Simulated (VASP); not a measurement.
Method: RPBE GGA, VASP's PBE PAW potentials (set 64) (plane waves; VASP 6.6.1).

A VASP calculation is set up with these files.

**KPOINTS**
```
Automatic mesh
0
Gamma
7 7 7
0 0 0
```

### INCAR
```
# general
SYSTEM =ZnTe
PREC   =Accurate
ENCUT  =520
LREAL  =.FALSE.
LASPH  =.TRUE.

# electronic loop
EDIFF  =1E-6
NELM   =100
ALGO   =Normal
LMAXMIX=4

# smearing
ISMEAR =0
SIGMA  =0.05

# functional
GGA    =RP

# ions
IBRION =2
NSW    =60
ISIF   =3
EDIFFG =-0.01

# output
LWAVE  =.FALSE.
LCHARG =.FALSE.
```

**POSCAR**
```
ZnTe
1
    0.0000000000     3.0500000000     3.0500000000
    3.0500000000     0.0000000000     3.0500000000
    3.0500000000     3.0500000000     0.0000000000
Zn Te
1 1
Direct
  0.0000000000   0.0000000000   0.0000000000
  0.2500000000   0.2500000000   0.2500000000
```

POTCAR, in this order: Zn Te (PBE.64 set). Program: vasp_std.

The run wrote:

OSZICAR:
```
       N       E                     dE             d eps       ncg     rms          rms(c)
DAV:   1     0.791481141711E+02    0.79148E+02   -0.86736E+03   520   0.148E+03
DAV:   2    -0.209513195385E+00   -0.79358E+02   -0.75741E+02   555   0.256E+02
DAV:   3    -0.459028226635E+01   -0.43808E+01   -0.43678E+01   665   0.615E+01
DAV:   4    -0.465236078904E+01   -0.62079E-01   -0.62072E-01   688   0.718E+00
DAV:   5    -0.465281273866E+01   -0.45195E-03   -0.45195E-03   640   0.460E-01    0.494E+00
DAV:   6    -0.450632177840E+01    0.14649E+00   -0.51848E-01   646   0.208E+01    0.381E+00
DAV:   7    -0.450048638711E+01    0.58354E-02   -0.11432E-01   585   0.378E+00    0.153E+00
DAV:   8    -0.450318484050E+01   -0.26985E-02   -0.59142E-03   638   0.756E-01    0.400E-01
DAV:   9    -0.450406130627E+01   -0.87647E-03   -0.17931E-03   550   0.357E-01    0.138E-01
DAV:  10    -0.450416929161E+01   -0.10799E-03   -0.13515E-04   643   0.965E-02    0.835E-02
DAV:  11    -0.450432157061E+01   -0.15228E-03   -0.29342E-04   545   0.101E-01    0.535E-02
DAV:  12    -0.450432688925E+01   -0.53186E-05   -0.45127E-06   656   0.184E-02    0.203E-02
DAV:  13    -0.450433035148E+01   -0.34622E-05   -0.71207E-06   540   0.180E-02    0.572E-03
DAV:  14    -0.450433027211E+01    0.79372E-07   -0.51312E-07   460   0.114E-02
   1 F= -.45043303E+01 E0= -.45043303E+01  d E =-.450433E+01
       N       E                     dE             d eps       ncg     rms          rms(c)
DAV:   1    -0.608037719456E+01   -0.15760E+01   -0.22905E+01   620   0.100E+02    0.888E+00
DAV:   2    -0.478972305268E+01    0.12907E+01   -0.38204E+00   610   0.499E+01    0.338E+00
DAV:   3    -0.460050749111E+01    0.18922E+00   -0.22929E-01   620   0.676E+00    0.169E+00
DAV:   4    -0.455795924535E+01    0.42548E-01   -0.56598E-02   570   0.277E+00    0.441E-01
DAV:   5    -0.455566234351E+01    0.22969E-02   -0.15682E-02   610   0.300E+00    0.325E-01
DAV:   6    -0.455506694883E+01    0.59539E-03   -0.64298E-03   610   0.185E+00    0.110E-01
DAV:   7    -0.455509474050E+01   -0.27792E-04   -0.34941E-04   563   0.303E-01    0.300E-02
DAV:   8    -0.455512098920E+01   -0.26249E-04   -0.59359E-05   580   0.913E-02    0.156E-02
DAV:   9    -0.455513392101E+01   -0.12932E-04   -0.28874E-05   550   0.711E-02    0.572E-03
DAV:  10    -0.455513406856E+01   -0.14755E-06   -0.22482E-06   591   0.224E-02
   2 F= -.45551341E+01 E0= -.45551341E+01  d E =-.508038E-01
       N       E                     dE             d eps       ncg     rms          rms(c)
DAV:   1    -0.458795249606E+01   -0.32819E-01   -0.42984E-01   625   0.120E+01    0.128E+00
DAV:   2    -0.456068976721E+01    0.27263E-01   -0.11551E-01   615   0.845E+00    0.442E-01
DAV:   3    -0.455732976693E+01    0.33600E-02   -0.32108E-03   548   0.655E-01    0.220E-01
DAV:   4    -0.455641678275E+01    0.91298E-03   -0.91936E-04   590   0.253E-01    0.805E-02
DAV:   5    -0.455636636604E+01    0.50417E-04   -0.74417E-05   631   0.979E-02    0.512E-02
DAV:   6    -0.455635088358E+01    0.15482E-04   -0.35685E-05   545   0.759E-02    0.884E-03
DAV:   7    -0.455635101869E+01   -0.13511E-06   -0.47799E-06   600   0.383E-02
   3 F= -.45563510E+01 E0= -.45563510E+01  d E =-.520207E-01
```

File OUTCAR:
```
------------------------ aborting loop because EDIFF is reached ----------------------------------------
  FORCE on cell =-STRESS in cart. coord.  units (eV):
  Direction    XX          YY          ZZ          XY          YZ          ZX
  --------------------------------------------------------------------------------------
  Total        0.0193795      0.0193795      0.0193795     -0.0000000      0.0000000      0.0000000
  in kB        0.5044370      0.5044370      0.5044370     -0.0000000      0.0000000      0.0000000
  external PRESSURE =       0.5044370 kB  Pullay stress =       0.0000000 kB
  volume of cell :       61.55
      direct lattice vectors                 reciprocal lattice vectors
     0.000000000  3.133804608  3.133804608    -0.159550471  0.159550471  0.159550471
     3.133804608  0.000000000  3.133804608     0.159550471 -0.159550471  0.159550471
     3.133804608  3.133804608  0.000000000     0.159550471  0.159550471 -0.159550471
 POSITION                                       TOTAL-FORCE (eV/Angst)
 -----------------------------------------------------------------------------------
      0.00000      0.00000      0.00000        -0.000000     -0.000000     -0.000000
      1.56690      1.56690      1.56690         0.000000      0.000000      0.000000
 -----------------------------------------------------------------------------------
    total drift:                               -0.000001     -0.000001     -0.000001
  FREE ENERGIE OF THE ION-ELECTRON SYSTEM (eV)
  ---------------------------------------------------
  free  energy   TOTEN  =        -4.5563510187 eV

  energy  without entropy=       -4.5563510187  energy(sigma->0) =       -4.55635102

 reached required accuracy - stopping structural energy minimisation
```
(Selected blocks of OUTCAR.)

**CONTCAR**
```
ZnTe
   1.00000000000000
     0.0000000000000000    3.1338046081915580    3.1338046081915580
     3.1338046081915580    0.0000000000000000    3.1338046081915580
     3.1338046081915580    3.1338046081915580    0.0000000000000000
  Zn              Te
     1     1
Direct
     0.0000000000000000    0.0000000000000000    0.0000000000000000
     0.2500000000000000    0.2500000000000000    0.2500000000000000
```

Energy and stress use the plane-wave basis of the starting cell.

The compound is ZnTe in the zinc blende structure. This run relaxes it. Symmetry was kept, so distortions that lower it aren't found.
